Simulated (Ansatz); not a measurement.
# Al2Cu: the cost of one run

Program: Ansatz 0.2.0. Level of theory: DFT PBE, scalar-relativistic, plane waves, PAW. These are calculated values, not measurements.

## 1. The system as given

The structure is orthorhombic, space group Cmcm (No. 63). The conventional cell has a = 2.850 Å, b = 13.479 Å, c = 4.623 Å, α = 90.00°, β = 90.00°, γ = 90.00°. Al (site symmetry m2m) has 4 Cu at 2.59 to 2.78 Å and 8 Al at 2.74 to 2.85 Å as nearest neighbours. Al (site symmetry m2m) is surrounded by 6 Cu at 2.65 to 2.83 Å and 6 Al at 2.73 to 2.85 Å. Cu (site symmetry m2m) is surrounded by 10 Al at 2.59 to 2.83 Å and 2 Cu at 2.85 Å.

Structure file:

```cif
data_structure
_symmetry_space_group_name_H-M 'P 1'
_symmetry_Int_Tables_number 1
_cell_length_a 6.8886
_cell_length_b 6.8886
_cell_length_c 4.6234
_cell_angle_alpha 90.000
_cell_angle_beta 90.000
_cell_angle_gamma 156.123
_cell_volume 88.80
loop_
_atom_site_label
_atom_site_type_symbol
_atom_site_fract_x
_atom_site_fract_y
_atom_site_fract_z
_atom_site_occupancy
Al1 Al 0.27309 0.72691 0.75000 1
Al2 Al 0.94636 0.05364 0.75000 1
Al3 Al 0.72691 0.27309 0.25000 1
Al4 Al 0.05364 0.94636 0.25000 1
Cu1 Cu 0.61252 0.38748 0.75000 1
Cu2 Cu 0.38748 0.61252 0.25000 1
```

It is the end of an earlier relaxation with the same method, from a generated guess; it needn't be the stable form of this composition. At a tolerance of 0.05 Å it has space group Cmcm (No. 63); it has 14.80 Å³/atom, an uncorrected energy of -0.03 eV/atom over the elements.

## 2. Bands, states and charges

File input.yaml:

```yaml
crystal:
  lattice:
    - [1.4249758741, -6.7396115, 0.0]
    - [1.4249758741, 6.7396115, 0.0]
    - [0.0, 0.0, 4.6233885806]
  atoms:
    - { symbol: Al, position: [0.2730932939, 0.7269067061, 0.75] }
    - { symbol: Al, position: [0.9463631878, 0.0536368122, 0.75] }
    - { symbol: Al, position: [0.7269067061, 0.2730932939, 0.25] }
    - { symbol: Al, position: [0.0536368122, 0.9463631878, 0.25] }
    - { symbol: Cu, position: [0.6125151906, 0.3874848094, 0.75] }
    - { symbol: Cu, position: [0.3874848094, 0.6125151906, 0.25] }
basis:
  ecutwfc: 420
kpoints:
  mp_grid: { grid: [14, 14, 8] }
  band_path:
    path:
      - [[0.0, 0.0, 0.0], [-0.5, 0.5, 0.0], [-0.26117597, 0.73882403, 0.0]]
      - [[0.26117597, 0.26117597, 0.0], [0.0, 0.0, 0.0], [0.0, 0.0, 0.5], [0.26117597, 0.26117597, 0.5]]
      - [[-0.26117597, 0.73882403, 0.5], [-0.5, 0.5, 0.5], [-0.5, 0.5, 0.0]]
      - [[0.0, 0.0, 0.0], [0.0, 0.5, 0.0], [0.0, 0.5, 0.5], [0.0, 0.0, 0.5], [-0.5, 0.5, 0.5]]
    npoints: 14
hamiltonian:
  xc: pbe
scf:
  occupations: { method: gaussian, width: 0.1 }
  n_extra_bands: 15
output:
  forces: true
  stress: true
  eigenvalues: true
  populations: true
  dos: { projected: true, de: 0.02, nscf_kmesh: { grid: [17, 17, 10] } }
  bader: true
```

Command:

```console
ansatz run input.yaml --threads 1 --pin off --max-ram 2560MiB --backend cpu --events-out ev --progress --plain --runs-dir out
```

Q: Estimate wall time and peak memory on 1 thread of Intel Xeon at 2.50GHz (Skylake/Cascade Lake), shared host.

About 7.7 min, with a peak of 1.3 GiB.
